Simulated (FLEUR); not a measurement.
As: band structure with PBEsol

The system is As.

```
As
1.0
     2.70368    0.00000    0.00000
     0.00000    2.70368    0.00000
     0.00000    0.00000    2.70368
As
1
Direct
  0.50000 0.50000 0.50000
```

This isn't the form of As at room conditions, which is rhombohedral.

- Program: FLEUR MaX-R8.1 (later development tree)
- Task: band structure
- Functional: PBEsol
- Potentials or basis: all-electron
- Basis: FLAPW
- Kmax: 4.14 1/bohr
- k mesh: 10 × 10 × 10
- Occupations: fermi-dirac, width 0.05 eV
- Spin: no spin polarisation
- Gmax: 12.8 1/bohr
- Muffin-tin radii: As 2.37 bohr
- lmax: As 9
- lnonsphr: As 9
- Local orbitals a species: As 6
- Max iterations: 60
- Mixing factor: 0.05
- Mixer: Anderson
- Mixer history: 15
- Density convergence: 1e-05 me/bohr^3

```
Band gap along the path                               : none (metal or under the smearing width)
Valence electrons inside the program's atomic spheres : As 19.30 (radii As 2.37 bohr)
```

Levels at the corners of the path, in eV from the Fermi level:
```csv
point,band 9,band 10,band 11,band 12,band 13,band 14
Γ,-14.93,4.20,4.20,4.20,8.65,8.65
X,-11.78,-6.90,6.50,6.50,11.47,14.05
M,-8.50,-4.21,-4.21,2.48,8.66,16.92
Γ,-14.93,4.20,4.20,4.20,8.65,8.65
R,-4.89,-1.75,-1.75,-1.75,5.98,5.98
X,-11.78,-6.90,6.50,6.50,11.47,14.05
M,-8.50,-4.21,-4.21,2.48,8.66,16.92
R,-4.89,-1.75,-1.75,-1.75,5.98,5.98
```

Core levels (eV from the Fermi level):
```csv
atom,levels
1 As,"1s1/2 -11702.0, 2s1/2 -1480.3, 2p1/2 -1322.4, 2p3/2 -1285.9, 3s1/2 -185.1"
```

It took 17 s on 1 thread of Intel(R) Xeon(R) Platinum 8375C CPU @ 2.90GHz (Ice Lake) (shared host), peak memory 0.06 GiB.
